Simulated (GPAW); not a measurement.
# W (Im-3m) in GPAW: settings compared, part 2 of 2

GPAW 26.7.0. Earlier steps stand in the parts before.

## Step 4: Relaxation of cell and atoms, r2SCAN+D4

Contents of run.py:

```python
from ase import Atoms
from ase.calculators.mixing import SumCalculator
from ase.filters import FrechetCellFilter
from ase.io import write
from ase.optimize import BFGS
from dftd4.ase import DFTD4
from gpaw import GPAW, PW

atoms = Atoms(['W'],
              cell=[[-1.582345, 1.582345, 1.582345],
                    [1.582345, -1.582345, 1.582345],
                    [1.582345, 1.582345, -1.582345]],
              scaled_positions=[[0.0, 0.0, 0.0]],
              pbc=True)

calc = GPAW(mode=PW(600),
            xc='MGGA_X_R2SCAN+MGGA_C_R2SCAN',
            kpts={'size': (12, 12, 12), 'gamma': True},
            occupations={'name': 'fermi-dirac', 'width': 0.05},
            nbands=16,
            convergence={'density': 1e-05, 'forces': 0.0001},
            maxiter=150,
            txt='gpaw.txt')
atoms.calc = SumCalculator([calc, DFTD4(method='r2scan')])
opt = BFGS(FrechetCellFilter(atoms), trajectory='relax.traj', logfile='-')
done = opt.run(fmax=0.02, steps=60)
calc.write('gs.gpw')
write('result.traj', atoms)
print('Converged:', done)
print('Cell:', atoms.cell.cellpar().round(4))
print('Volume:', round(atoms.get_volume(), 4))
print(atoms.get_scaled_positions().round(5))
```

Potentials or basis: GPAW PAW data sets (gpaw-data 1.2.1), pw.

Run with:

```console
$ OMP_NUM_THREADS=1 python run.py
```

gpaw.txt:

```text
__  _  _
 | _ |_)|_||  |
 |__||  | ||/\| - 26.7.0

Input parameters:
  mode=PW(ecut=600.0),
  convergence={'density': 1e-05, 'forces': 0.0001},
  kpts=MonkhorstPack(size=(12, 12, 12), gamma=True),
  maxiter=150,
  nbands=16,
  occupations=Occupations(name='fermi-dirac', width=0.05),
  xc=XC(name='MGGA_X_R2SCAN+MGGA_C_R2SCAN')

Diagonalizing LCAO Hamiltonian
Converting LCAO to pw mode

       W

Atoms  # Å, Bohr magnetons
|   | symbol |        x |        y |        z |    initial magnetic moments |
|---|--------|----------|----------|----------|-----------------------------|
| 0 |      W | 0.000000 | 0.000000 | 0.000000 | ( 0.0000,  0.0000,  0.0000) |

Unit cell  # Å
| periodic |         x |         y |         z |  lengths |     angles |
|----------|-----------|-----------|-----------|----------|------------|
|      yes | -1.582345 |  1.582345 |  1.582345 | 2.740702 | 109.471221 |
|      yes |  1.582345 | -1.582345 |  1.582345 | 2.740702 | 109.471221 |
|      yes |  1.582345 |  1.582345 | -1.582345 | 2.740702 | 109.471221 |

Number of symmetries: 48
Symmetry operations  # r_c * U_cc + t_c -> r_c
|    | kind |            matrix            |
|----|------|------------------------------|
|  0 |  σ   |  1, 1, 1,  0, 0,-1,  0,-1, 0 |
|  1 |  C4  |  1, 1, 1,  0, 0,-1, -1, 0, 0 |
|  2 |  C2  |  1, 1, 1,  0,-1, 0,  0, 0,-1 |
|  3 |  S6  |  1, 1, 1,  0,-1, 0, -1, 0, 0 |
|  4 |  S6  |  1, 1, 1, -1, 0, 0,  0, 0,-1 |
|  5 |  C4  |  1, 1, 1, -1, 0, 0,  0,-1, 0 |
|  6 |  E   |  1, 0, 0,  0, 1, 0,  0, 0, 1 |
|  7 |  σ   |  1, 0, 0,  0, 1, 0, -1,-1,-1 |
|  8 |  σ   |  1, 0, 0,  0, 0, 1,  0, 1, 0 |
[... 204 lines left out ...]
Stress tensor  # eV/Ang^3
|         x |         y |         z |
|-----------|-----------|-----------|
| -0.017595 | -0.000000 |  0.000000 |
| -0.000000 | -0.017595 |  0.000000 |
|  0.000000 |  0.000000 | -0.017595 |

Forces  # eV/Ang
|        x |       y |        z |
|----------|---------|----------|
| -0.00000 | 0.00000 | -0.00000 |  # W    0

Interpolating wave functions to new cell

       W

Atoms  # Å, Bohr magnetons
|   | symbol |        x |        y |        z |    initial magnetic moments |
|---|--------|----------|----------|----------|-----------------------------|
| 0 |      W | 0.000000 | 0.000000 | 0.000000 | ( 0.0000,  0.0000,  0.0000) |

Unit cell  # Å
| periodic |         x |         y |         z |  lengths |     angles |
|----------|-----------|-----------|-----------|----------|------------|
|      yes | -1.584509 |  1.584509 |  1.584509 | 2.744451 | 109.471221 |
|      yes |  1.584509 | -1.584509 |  1.584509 | 2.744451 | 109.471221 |
|      yes |  1.584509 |  1.584509 | -1.584509 | 2.744451 | 109.471221 |

Number of symmetries: 48
Symmetry operations  # r_c * U_cc + t_c -> r_c
|    | kind |            matrix            |
|----|------|------------------------------|
|  0 |  σ   |  1, 1, 1,  0, 0,-1,  0,-1, 0 |
|  1 |  C4  |  1, 1, 1,  0, 0,-1, -1, 0, 0 |
|  2 |  C2  |  1, 1, 1,  0,-1, 0,  0, 0,-1 |
|  3 |  S6  |  1, 1, 1,  0,-1, 0, -1, 0, 0 |
|  4 |  S6  |  1, 1, 1, -1, 0, 0,  0, 0,-1 |
|  5 |  C4  |  1, 1, 1, -1, 0, 0,  0,-1, 0 |
|  6 |  E   |  1, 0, 0,  0, 1, 0,  0, 0, 1 |
|  7 |  σ   |  1, 0, 0,  0, 1, 0, -1,-1,-1 |
|  8 |  σ   |  1, 0, 0,  0, 0, 1,  0, 1, 0 |
[... 204 lines left out ...]
Stress tensor  # eV/Ang^3
|         x |         y |         z |
|-----------|-----------|-----------|
| -0.009425 | -0.000000 |  0.000000 |
| -0.000000 | -0.009425 | -0.000000 |
|  0.000000 | -0.000000 | -0.009425 |

Forces  # eV/Ang
|       x |        y |       z |
|---------|----------|---------|
| 0.00000 | -0.00000 | 0.00000 |  # W    0

Interpolating wave functions to new cell

       W

Atoms  # Å, Bohr magnetons
|   | symbol |        x |        y |         z |    initial magnetic moments |
|---|--------|----------|----------|-----------|-----------------------------|
| 0 |      W | 0.000000 | 0.000000 | -0.000000 | ( 0.0000,  0.0000,  0.0000) |

Unit cell  # Å
| periodic |         x |         y |         z |  lengths |     angles |
|----------|-----------|-----------|-----------|----------|------------|
|      yes | -1.583958 |  1.583958 |  1.583958 | 2.743495 | 109.471221 |
|      yes |  1.583958 | -1.583958 |  1.583958 | 2.743495 | 109.471221 |
|      yes |  1.583958 |  1.583958 | -1.583958 | 2.743495 | 109.471221 |

Number of symmetries: 48
Symmetry operations  # r_c * U_cc + t_c -> r_c
|    | kind |            matrix            |
|----|------|------------------------------|
|  0 |  σ   |  1, 1, 1,  0, 0,-1,  0,-1, 0 |
|  1 |  C4  |  1, 1, 1,  0, 0,-1, -1, 0, 0 |
|  2 |  C2  |  1, 1, 1,  0,-1, 0,  0, 0,-1 |
|  3 |  S6  |  1, 1, 1,  0,-1, 0, -1, 0, 0 |
|  4 |  S6  |  1, 1, 1, -1, 0, 0,  0, 0,-1 |
|  5 |  C4  |  1, 1, 1, -1, 0, 0,  0,-1, 0 |
|  6 |  E   |  1, 0, 0,  0, 1, 0,  0, 0, 1 |
|  7 |  σ   |  1, 0, 0,  0, 1, 0, -1,-1,-1 |
|  8 |  σ   |  1, 0, 0,  0, 0, 1,  0, 1, 0 |
[... 208 lines left out ...]
Stress tensor  # eV/Ang^3
|         x |         y |         z |
|-----------|-----------|-----------|
| -0.011482 |  0.000000 | -0.000000 |
|  0.000000 | -0.011482 |  0.000000 |
| -0.000000 |  0.000000 | -0.011482 |

Forces  # eV/Ang
|        x |       y |        z |
|----------|---------|----------|
| -0.00000 | 0.00000 | -0.00000 |  # W    0

# Writing to gs.gpw (mode='')
```

Wall time 77 s (1 thread of Arm Neoverse V2, shared host); peak memory 0.49 GiB.

What came out:

| Quantity | Value |
| --- | --- |
| Free energy | -25.5687 eV |
| Relaxed volume | 15.90 Å³/atom |
| Relaxed cell | a = 2.743 Å, b = 2.743 Å, c = 2.743 Å, α = 109.47°, β = 109.47°, γ = 109.47° |
| Space group after relaxing (to 0.05 Å) | Im-3m (No. 229) |
| Energy gained by relaxing | 0.2 meV/atom |
| Ionic steps | 3 |
| Pressure after relaxing | 0.0 GPa |
| Band gap on the k mesh | none (metal or under the smearing width) |
| Dispersion energy per atom | -0.219 eV |

The path:
```
step  energy change (eV)  largest force (eV/Å)  pressure (GPa)  volume (Å³)
   1              0.0000                0.0000            0.97        15.85
   2             -0.0002                0.0000           -0.33        15.91
   3             -0.0002                0.0000            0.00        15.90
```

Final structure:
```yaml
crystal:
  lattice:
    - [-1.58396, 1.58396, 1.58396]
    - [1.58396, -1.58396, 1.58396]
    - [1.58396, 1.58396, -1.58396]
  atoms:
    - { symbol: W, position: [0.00000, 0.00000, 0.00000] }
```

Levels at points of the mesh, in eV from the Fermi level:
| k point | band 4 | band 5 | band 6 | band 7 | band 8 | band 9 | band 10 | band 11 |
| --- | --- | --- | --- | --- | --- | --- | --- | --- |
| (0.00, 0.00, 0.00) | -38.92 | -9.90 | -1.16 | -1.16 | -1.16 | 2.69 | 2.69 | 15.72 |
| (0.50, 0.50, 0.00) | -38.93 | -6.36 | -3.60 | 0.68 | 2.52 | 3.56 | 6.43 | 11.76 |
| (0.50, 0.50, 0.50) | -39.86 | -5.82 | -5.82 | 5.43 | 5.43 | 5.43 | 8.69 | 8.69 |

Caveat: later steps reuse the first step's grids; the PAW data sets were made with another functional, which shifts forces and pressure a little; pairwise dispersion overbinds metals, which lowers pressure and volume.

## Step 5: Overview

| level | gap on the mesh (eV) | pressure (GPa) | relaxed volume (Å³/atom) |
| --- | --- | --- | --- |
| r2SCAN | none | 0.0 | 15.99 |
| r2SCAN+D3(BJ) | none | 0.2 | 15.82 |
| r2SCAN+D4 | none | 0.0 | 15.90 |

Alike in all rows: task relaxation of cell and atoms; potentials or basis GPAW PAW data sets (gpaw-data 1.2.1), pw; no spin polarisation; cell relaxed; k mesh 12 × 12 × 12; cutoff (eV) 600; smearing fermi-dirac 0.05 eV.

Caveats: later steps reuse the first step's grids; the PAW data sets were made with another functional, which shifts forces and pressure a little; pairwise dispersion overbinds metals, which lowers pressure and volume (some runs).

Absolute energies hang on the potentials; compare differences alone.
